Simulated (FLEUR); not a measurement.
## 1 ML V on Ir(001), 3 substrate layers: from one collinear state to anisotropy

Aim: the anisotropy of 1 ML V on Ir(001), 3 substrate layers from single passes in the potential of one collinear state.

Program: FLEUR MaX-R8.1. Level of theory: PBE; all-electron FLAPW film, Dirac cores, scalar-relativistic bands. Results are calculated unless marked as measured.

**1. The starting structure**

The cell holds 4 atoms: 3 Ir and 1 V. Cell: a = 2.709 Å, b = 2.709 Å, c = 19.726 Å, α = 90.0°, β = 90.0°, γ = 90.0°. Vacuum lies along c.

As a file:

```cif
data_structure
_symmetry_space_group_name_H-M 'P 1'
_symmetry_Int_Tables_number 1
_cell_length_a 2.7091
_cell_length_b 2.7091
_cell_length_c 19.7262
_cell_angle_alpha 90.000
_cell_angle_beta 90.000
_cell_angle_gamma 90.000
_cell_volume 144.77
loop_
_atom_site_label
_atom_site_type_symbol
_atom_site_fract_x
_atom_site_fract_y
_atom_site_fract_z
_atom_site_occupancy
Ir1 Ir 0.00000 0.00000 0.35486 1
Ir2 Ir 0.50000 0.50000 0.45197 1
Ir3 Ir 0.00000 0.00000 0.54908 1
V4 V 0.50000 0.50000 0.64297 1
```

It is built of layers of Ir (space group 225) and V (space group 229).

**2. The magnetic state**

The force theorems are single passes in this state's potential, so it has to be converged first.

No symmetry is used, so that later steps may turn the spins freely; k and −k are joined. FLEUR takes the sheet as a true film: the images along c are dropped, heights are typed in bohr, and the vacuum on both sides is semi-infinite. inpgen writes inp.xml from crystal.txt; cutoffs, mixing, functional, smearing and local orbitals are then set in the file. The k list scf (kpts.xml, not shown) is a Γ-centred 10×10×1 mesh; where the ranks do not divide the number of points, some are split in two of half the weight. The seed on Ir dies away in this run, so the pattern is judged on the other seeded atoms.

Input file inp.xml:

```
<?xml version="1.0" encoding="UTF-8" standalone="no"?>
<fleurInput fleurInputVersion="0.39">
   <comment>
      VIr3
   </comment>
   <calculationSetup>
      <cutoffs Kmax="3.6" Gmax="10.8" GmaxXC="10.8" numbands="0"/>
      <scfLoop itmax="140" minDistance="0.00002" maxIterBroyd="15" imix="Anderson" alpha="0.03" precondParam="0.0" spinf="2.0" sdNocoIR="T"/>
      <coreElectrons ctail="F" frcor="F" kcrel="0" coretail_lmax="0"/>
      <xcFunctional name="pbe" relativisticCorrections="F"/>
      <magnetism jspins="2" l_noco="F" l_ss="F">
         <qss>0.0 0.0 0.0</qss>
         <mtNocoParams l_mperp="F" l_mtNocoPot="F" l_relaxSQA="F" mag_mixing_scheme="0" mix_RelaxWeightOffD="1.0" l_constrained="F" mix_constr="1.0"/>
         <sourceFreeMag l_sourceFree="F" l_scaleMag="F" mag_scale="1.0"/>
      </magnetism>
      <soc l_soc="F" theta="0.0" phi="0.0" spav="F"/>
      <expertModes spex="0" secvar="F"/>
      <geometryOptimization l_f="F" forcealpha="1.0" forcemix="BFGS" epsdisp="0.00001" epsforce="0.00001"/>
      <ldaU l_linMix="F" mixParam="0.05" spinf="1.0"/>
   </calculationSetup>
   <cell>
      <bzIntegration valenceElectrons="58.0" mode="hist" fermiSmearingEnergy="0.00183747">
         <kPointListSelection listName="scf"/>
         <xi:include xmlns:xi="http://www.w3.org/2001/XInclude" href="kpts.xml"> </xi:include>
      </bzIntegration>
      <xi:include xmlns:xi="http://www.w3.org/2001/XInclude" href="sym.xml"> </xi:include>
      <filmLattice scale="1.0" dVac="16.32" dTilda="18.82">
         <bravaisMatrixFilm>
            <row-1>    5.1193965729178723     0.0000000000000000</row-1>
            <row-2>    0.0000000000000000     5.1193965729178723</row-2>
         </bravaisMatrixFilm>
         <vacuumEnergyParameters vacuum="1" spinUp="-.25" spinDown="-.25"/>
         <vacuumEnergyParameters vacuum="2" spinUp="-.25" spinDown="-.25"/>
      </filmLattice>
   </cell>
   <atomSpecies>
      <species name="Iridium (I1.000" element="Ir" atomicNumber="77">
         <mtSphere radius="2.39" gridPoints="791" logIncrement="0.017"/>
         <atomicCutoffs lmax="8" lnonsphr="6"/>
         <electronConfig flipSpins="F">
            <coreConfig>(1s1/2) (2s1/2) (2p1/2) (2p3/2) (3s1/2) (3p1/2) (3p3/2) (4s1/2) (3d3/2) (3d5/2) (4p1/2) (4p3/2) (5s1/2) (4d3/2) (4d5/2) (4f5/2) (4f7/2)</coreConfig>
            <valenceConfig>(5p1/2) (5p3/2) (6s1/2) (5d3/2) (5d5/2)</valenceConfig>
            <stateOccupation state="(5d3/2)" spinUp="1.4" spinDown="1.4"/>
            <stateOccupation state="(5d5/2)" spinUp="2.6" spinDown="1.6"/>
         </electronConfig>
         <energyParameters s="6" p="6" d="5" f="5"/>
         <lo type="SCLO" l="1" n="5" eDeriv="0"/>
      </species>
      <species name="Vanadium (1.501" element="V" atomicNumber="23">
         <mtSphere radius="2.39" gridPoints="791" logIncrement="0.015"/>
         <atomicCutoffs lmax="8" lnonsphr="6"/>
         <electronConfig flipSpins="F">
            <coreConfig>(1s1/2) (2s1/2) (2p1/2) (2p3/2)</coreConfig>
            <valenceConfig>(3s1/2) (3p1/2) (3p3/2) (4s1/2) (3d3/2) (3d5/2)</valenceConfig>
            <stateOccupation state="(3d3/2)" spinUp="0.6" spinDown="0.6"/>
            <stateOccupation state="(3d5/2)" spinUp="1.6505" spinDown="0.1495"/>
         </electronConfig>
         <energyParameters s="4" p="4" d="3" f="4"/>
         <lo type="SCLO" l="0" n="3" eDeriv="0"/>
         <lo type="SCLO" l="1" n="3" eDeriv="0"/>
      </species>
   </atomSpecies>
   <atomGroups>
      <atomGroup species="Iridium (I1.000">
         <filmPos label="                   1">.0000000000 .0000000000 -5.3699335096</filmPos>
         <force calculate="T" relaxXYZ="TTT"/>
         <nocoParams  alpha="0.0" beta="0.0"/>
      </atomGroup>
      <atomGroup species="Iridium (I1.000">
         <filmPos label="                   2">1.000/2.000 1.000/2.000 -1.7499546605</filmPos>
         <force calculate="T" relaxXYZ="TTT"/>
         <nocoParams  alpha="0.0" beta="0.0"/>
      </atomGroup>
      <atomGroup species="Iridium (I1.000">
         <filmPos label="                   3">.0000000000 .0000000000 1.8699869115</filmPos>
         <force calculate="T" relaxXYZ="TTT"/>
         <nocoParams  alpha="0.0" beta="0.0"/>
      </atomGroup>
      <atomGroup species="Vanadium (1.501">
         <filmPos label="                   4">1.000/2.000 1.000/2.000 5.3699335096</filmPos>
         <force calculate="T" relaxXYZ="TTT"/>
         <nocoParams  alpha="0.0" beta="0.0"/>
      </atomGroup>
   </atomGroups>
   <output dos="F" band="F" slice="F">
      <bandDOS minEnergy="-.5*Htr" maxEnergy="0.5*Htr" sigma="0.015" storeEVData="T"/>
      <plotting iplot="0" polar="F">
         <plot TwoD="T" vec1="  1.0  0.0  0.0" vec2="  0.0  1.0  0.0" vec3="  0.0  0.0  1.0" zero="  0.0  0.0 -0.5" file="plot"/>
      </plotting>
      <moessbauerParams electricFieldGradient="F" isomerShift="F" coreHyperfine="F" valenceHyperfine="F"/>
   </output>
</fleurInput>
```

Input file crystal.txt:

```
VIr3
&input film=T cartesian=F /
2.70906800000  0.00000000000  0.00000000000
0.00000000000  2.70906800000  0.00000000000
0.00000000000  0.00000000000  1.00000000000
1.8897261246
1.0 1.0 1.0

4
77 0.00000000000  0.00000000000  -5.36993350962 : 1.000
77 0.50000000000  0.50000000000  -1.74995466051 : 1.000
77 0.00000000000  0.00000000000  1.86998691150 : 1.000
23 0.50000000000  0.50000000000  5.36993350962 : 1.501

&kpt div1=10 div2=10 div3=1 gamma=T /
```

On the command line:

```
$ OMP_NUM_THREADS=1 inpgen -f crystal.txt -nosym -noco > inpgen.log  # inp.xml is then edited as shown
$ OMP_NUM_THREADS=1 mpirun -n 4 fleur_MPI > fleur.log
```

Log:

```text
Welcome to FLEUR        (www.flapw.de)
      MaX-Release 8.1          (www.max-centre.eu)

 ========== k-point set info ==========
 Selected k-point list: scf
 k-point list type: mesh
 0 x 0 x 0
 Number of k points: 52

 ------------Calculation Setup---------------------------
 Number of MPI-tasks      :            4
 Number of PE/node        :            4
 Number of OMP-threads    :            1
 k-points in parallel     :            4
 pe's per k-point         :            1
 No of k-point loops      :           13
 Eigenvalue solver        :       lapack
 Number of basis functions:          432
 Approximate size of matrices (H+S) per k-point:         0.006 GB
 --------------------------------------------------------
 Iteration:     1   Distance:      23.93126490 me/bohr^3
 Iteration:     2   Distance:      34.28094973 me/bohr^3
 Iteration:     3   Distance:      15.28316936 me/bohr^3
 Iteration:     4   Distance:      12.96156172 me/bohr^3
 Iteration:     5   Distance:      13.00093197 me/bohr^3
 Iteration:     6   Distance:       8.84824287 me/bohr^3
 Iteration:     7   Distance:      11.83802549 me/bohr^3
 Iteration:     8   Distance:       7.46493152 me/bohr^3
 Iteration:     9   Distance:       5.50786620 me/bohr^3
 Iteration:    10   Distance:       5.39707328 me/bohr^3
[... 73 iterations left out ...]
 Iteration:    84   Distance:       0.00017362 me/bohr^3
 Iteration:    85   Distance:       0.00007926 me/bohr^3
 Iteration:    86   Distance:       0.00007486 me/bohr^3
 Iteration:    87   Distance:       0.00007961 me/bohr^3
 Iteration:    88   Distance:       0.00009339 me/bohr^3
 Iteration:    89   Distance:       0.00009227 me/bohr^3
 Iteration:    90   Distance:       0.00004498 me/bohr^3
 Iteration:    91   Distance:       0.00005282 me/bohr^3
 Iteration:    92   Distance:       0.00004573 me/bohr^3
 Iteration:    93   Distance:       0.00001471 me/bohr^3

 ********************************************************************
 Run finished successfully
 Stop message:
   all done
 ********************************************************************

--- out.xml (last complete iteration) ---
<iteration numberForCurrentRun="   93" overallNumber="   93">
         [... left out ...]
         <bandgap value="0.0049487498" units="eV"/>
         <sumValenceSingleParticleEnergies value="-59.4847792578" units="Htr"/>
         <FermiEnergy value="-0.1689986203" units="Htr"/>
         <valenceDensity>
            <mtCharges spin="1">
               <mtCharge atomType="1" total="6.4724247" s="0.2135836" p="3.1096697" d="3.1236063" f="0.0200065"/>
               <mtCharge atomType="2" total="6.5465391" s="0.2176718" p="3.1672930" d="3.1179591" f="0.0350364"/>
               <mtCharge atomType="3" total="6.5606075" s="0.2341395" p="3.1727221" d="3.1191962" f="0.0274025"/>
               <mtCharge atomType="4" total="5.8398195" s="1.1480048" p="3.1075783" d="1.5674568" f="0.0126984"/>
            </mtCharges>
            <mtCharges spin="2">
               <mtCharge atomType="1" total="6.4747982" s="0.2135663" p="3.1098268" d="3.1258134" f="0.0200267"/>
               <mtCharge atomType="2" total="6.5509675" s="0.2176332" p="3.1671770" d="3.1225055" f="0.0350720"/>
               <mtCharge atomType="3" total="6.5703277" s="0.2347333" p="3.1729235" d="3.1284617" f="0.0271738"/>
               <mtCharge atomType="4" total="5.6858373" s="1.1454379" p="3.1025143" d="1.4215442" f="0.0123271"/>
            </mtCharges>
            <spinDependentCharge spin="1" total="29.0873466" interstitial="3.5161565" mtSpheres="25.4193908" vacuum1="0.0791952" vacuum2="0.0726041"/>
            <spinDependentCharge spin="2" total="28.9126537" interstitial="3.4894380" mtSpheres="25.2819307" vacuum1="0.0685902" vacuum2="0.0726948"/>
            <totalCharge value="58.0000002743"/>
         </valenceDensity>
         [... left out ...]
         <allElectronCharges>
            <spinDependentCharge spin="1" total="127.0873466" interstitial="3.5208144" mtSpheres="123.4147329" vacuum1="0.0791952" vacuum2="0.0726041"/>
            <spinDependentCharge spin="2" total="126.9126537" interstitial="3.4940964" mtSpheres="123.2772724" vacuum1="0.0685902" vacuum2="0.0726948"/>
            <totalCharge value="254.0000003223"/>
         </allElectronCharges>
         <magneticMomentsInMTSpheres units="muBohr">
            <globalMagMoment atomType="1" vec="0.00000   0.00000  -0.00237"/>
            <localMagMoment atomType="1" vec="0.00000   0.00000  -0.00237"/>
            <globalMagMoment atomType="2" vec="0.00000   0.00000  -0.00443"/>
            <localMagMoment atomType="2" vec="0.00000   0.00000  -0.00443"/>
            <globalMagMoment atomType="3" vec="0.00000   0.00000  -0.00972"/>
            <localMagMoment atomType="3" vec="0.00000   0.00000  -0.00972"/>
            <globalMagMoment atomType="4" vec="0.00000   0.00000   0.15398"/>
            <localMagMoment atomType="4" vec="0.00000   0.00000   0.15398"/>
         </magneticMomentsInMTSpheres>
         <moessbauerParams unitsHFF="kG" unitsIS="e/bohr^3" unitsEFG="Htr/bohr^2">
         </moessbauerParams>
         <totalEnergy value="   -54523.6663199126" units="Htr">
            <sumOfEigenvalues value="   -33577.2364625566">
               <coreElectrons value="-33517.7516832988"/>
               <valenceElectrons value="-59.4847792578"/>
            </sumOfEigenvalues>
            <densityCoulombPotentialIntegral value="-94172.4520681965"/>
            <densityEffectivePotentialIntegral value="-95602.1183577554"/>
            <chargeDenXCDenIntegral value="-1092.9315580024"/>
            <FockExchangeEnergyValence value="0.0000000000"/>
            <FockExchangeEnergyCore value="0.0000000000"/>
            <atomTypeDependentContributions atomType="1">
               <electronNucleiInteractionDifferentMTs value="22389.1411758121"/>
               <MadelungTerm value="-24.2813460109"/>
            </atomTypeDependentContributions>
            <atomTypeDependentContributions atomType="2">
               <electronNucleiInteractionDifferentMTs value="22391.8664280579"/>
               <MadelungTerm value="-20.6910101726"/>
            </atomTypeDependentContributions>
            <atomTypeDependentContributions atomType="3">
               <electronNucleiInteractionDifferentMTs value="22392.5418616756"/>
               <MadelungTerm value="-20.2917209534"/>
            </atomTypeDependentContributions>
            <atomTypeDependentContributions atomType="4">
               <electronNucleiInteractionDifferentMTs value="1126.0627258472"/>
               <MadelungTerm value="-4.5143544811"/>
            </atomTypeDependentContributions>
            <tkbTimesEntropy value="0.0015169172"/>
            <freeEnergy value="-54523.6678368298"/>
            <extrapolationTo0K value="-54523.6670783712"/>
         </totalEnergy>
         <densityConvergence units="me/bohr^3">
            <chargeDensity spin="1" distance="0.0000080283"/>
            <chargeDensity spin="2" distance="0.0000087850"/>
            <overallChargeDensity distance="0.0000081708"/>
            <spinDensity distance="0.0000147139"/>
         </densityConvergence>
      </iteration>
```

It took 8.2 min on 4 MPI ranks of Arm Neoverse V1, shared host; peak memory 0.96 GiB; 33 min of CPU time.

Spin moment in the muffin-tin sphere by atom:

```csv
atom,spin moment in the muffin-tin sphere (μB)
Ir1,-0.002
Ir2,-0.004
Ir3,-0.010
V4,0.154
```

Read from the output:

```
free energy                                                       : -1483664.5851 eV
program's band gap on this mesh (in a metal only a level spacing) : 0.004949 eV
magnetization                                                     : 0.1747 μB
final state                                                       : ferromagnetic
```

After 93 cycles the largest moment stands at 0.154 μB.

**3. Anisotropy by the force theorem, rung 1**

Anisotropy is a small difference, so it is taken from sums over occupied states at a frozen potential, where most errors cancel.

One pass with spin–orbit coupling for each direction, from the saved density. The k list mae (kpts.xml, not shown) is a Γ-centred 18×18×1 mesh.

inp.xml: that of step 2 with these lines changed.

```diff
@@ -6,4 +6,4 @@
    <calculationSetup>
-      <cutoffs Kmax="3.6" Gmax="10.8" GmaxXC="10.8" numbands="0"/>
-      <scfLoop itmax="140" minDistance="0.00002" maxIterBroyd="15" imix="Anderson" alpha="0.03" precondParam="0.0" spinf="2.0" sdNocoIR="T"/>
+      <cutoffs Kmax="3.6" Gmax="10.8" GmaxXC="10.8" numbands="138"/>
+      <scfLoop itmax="1" minDistance="0.00002" maxIterBroyd="15" imix="Anderson" alpha="0.03" precondParam="0.0" spinf="2.0" sdNocoIR="T"/>
       <coreElectrons ctail="F" frcor="F" kcrel="0" coretail_lmax="0"/>
@@ -15,3 +15,3 @@
       </magnetism>
-      <soc l_soc="F" theta="0.0" phi="0.0" spav="F"/>
+      <soc l_soc="T" theta="0.0" phi="0.0" spav="F"/>
       <expertModes spex="0" secvar="F"/>
@@ -22,3 +22,3 @@
       <bzIntegration valenceElectrons="58.0" mode="hist" fermiSmearingEnergy="0.00183747">
-         <kPointListSelection listName="scf"/>
+         <kPointListSelection listName="mae"/>
          <xi:include xmlns:xi="http://www.w3.org/2001/XInclude" href="kpts.xml"> </xi:include>
@@ -91,2 +91,5 @@
    </output>
+   <forceTheorem>
+      <MAE theta="0.0 1.5707963 1.5707963 0.7853982" phi="0.0 0.0 1.5707963 0.0"/>
+   </forceTheorem>
 </fleurInput>
```

On the command line:

```
$ OMP_NUM_THREADS=1 mpirun -n 4 fleur_MPI -warn_only > fleur.log
```

Log:

```text
[banner, memory and clock lines left out]
Welcome to FLEUR        (www.flapw.de)
      MaX-Release 8.1          (www.max-centre.eu)

 ========== k-point set info ==========
 Selected k-point list: mae
 k-point list type: mesh
 0 x 0 x 0
 Number of k points: 324

 [... set-up left out ...]
 ********************************************************************
 Run finished successfully
 Stop message:
   Forcetheorem MAE
 ********************************************************************

--- out.xml (force theorem) ---
<Forcetheorem_MAE Angles="4" units="Htr">
            <Angle theta="0.0000000" phi="0.0000000" ev-sum="-59.606263233"/>
            <Angle theta="1.5707963" phi="0.0000000" ev-sum="-59.606263121"/>
            <Angle theta="1.5707963" phi="1.5707963" ev-sum="-59.606263121"/>
            <Angle theta="0.7853982" phi="0.0000000" ev-sum="-59.606263095"/>
         </Forcetheorem_MAE>
```

The job ended after 3.2 min (4 MPI ranks; peak memory 1.6 GiB; 13 min of CPU time).

Anisotropy energies, by row:

```csv
axis,x,y,z,band energy less the first axis' (meV a cell)
z,0,0,1,0
x,1,0,0,0.003048
y,0,1,0,0.003048
45 degrees from z toward x,0.7071,0,0.7071,0.003755
```

Shape anisotropy is not in these numbers.

**4. Anisotropy by the force theorem, rung 2**

A second rung shows how far the first can be trusted.

The k list mae (kpts.xml, not shown) is a Γ-centred 31×31×1 mesh.

inp.xml is that of step 3.

Log:

```text
[banner, memory and clock lines left out]
Welcome to FLEUR        (www.flapw.de)
      MaX-Release 8.1          (www.max-centre.eu)

 ========== k-point set info ==========
 Selected k-point list: mae
 k-point list type: mesh
 0 x 0 x 0
 Number of k points: 964

 [... set-up left out ...]
 ********************************************************************
 Run finished successfully
 Stop message:
   Forcetheorem MAE
 ********************************************************************

--- out.xml (force theorem) ---
<Forcetheorem_MAE Angles="4" units="Htr">
            <Angle theta="0.0000000" phi="0.0000000" ev-sum="-59.606522517"/>
            <Angle theta="1.5707963" phi="0.0000000" ev-sum="-59.606520101"/>
            <Angle theta="1.5707963" phi="1.5707963" ev-sum="-59.606520101"/>
            <Angle theta="0.7853982" phi="0.0000000" ev-sum="-59.606521304"/>
         </Forcetheorem_MAE>
```

The job ended after 9.5 min (4 MPI ranks; peak memory 3.9 GiB).

Anisotropy energies, by row:

```csv
axis,x,y,z,band energy less the first axis' (meV a cell)
z,0,0,1,0
x,1,0,0,0.06574
y,0,1,0,0.06574
45 degrees from z toward x,0.7071,0,0.7071,0.03301
```

(Part 1 of 2 ends here.)

[Logs and program files are shortened in this print: banners, set-up blocks, solver, clock and traceback lines can be left out without a mark of their own.]

[Logs are printed without paths, hosts, clocks, repeated set-up lines and the standing remarks that a program may print on its own settings, such as how far it seeks lower states.]

[Hosts, paths, dates, database ids (printed as entryN), source tags and the programs' standing remarks are cut or masked in the printed files.]

[Where a cell is said to come from a database of computed structures, the database is the Materials Project.]
